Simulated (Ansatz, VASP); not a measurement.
## Two plane-wave programs on Sb

```
Sb
1.0
     3.11110    0.00000    0.00000
     0.00000    3.11110    0.00000
     0.00000    0.00000    3.11110
Sb
1
Direct
  0.00000 0.00000 0.00000
```

This isn't the form of Sb at room conditions, which is rhombohedral.

Alike in both runs: functional PBE; k mesh 14 × 14 × 14; occupations gaussian, width 0.1 eV; no spin polarisation.

Ansatz relaxed the structure, and its values are those at the end. VASP's run is a single point on that final structure, the one shown.

|  | VASP | Ansatz |
| --- | --- | --- |
| version | VASP 6.6.1 | Ansatz 0.2.0 |
| potentials or method | VASP PAW PBE potentials, release 64 (Sb) | scalar-relativistic, plane waves, PAW |
| plane-wave cutoff (eV) | 520 | 420 |
| valence electrons in the cell | 5 | 15 |

|  | VASP | Ansatz | Ansatz less VASP |
| --- | --- | --- | --- |
| gap on the k mesh at the Fermi level (eV) | none | none | - |
| pressure (GPa) | -0.1 | 0.0 | +0.03 |

A gap of «none» marks a metal or a gap that the smearing closes. The functional is the same, so the differences come from potentials, cutoffs and numerics. The two sets of potentials don't hold the same shells in valence.

Spin-orbit coupling is left out, which matters for the levels of Sb.
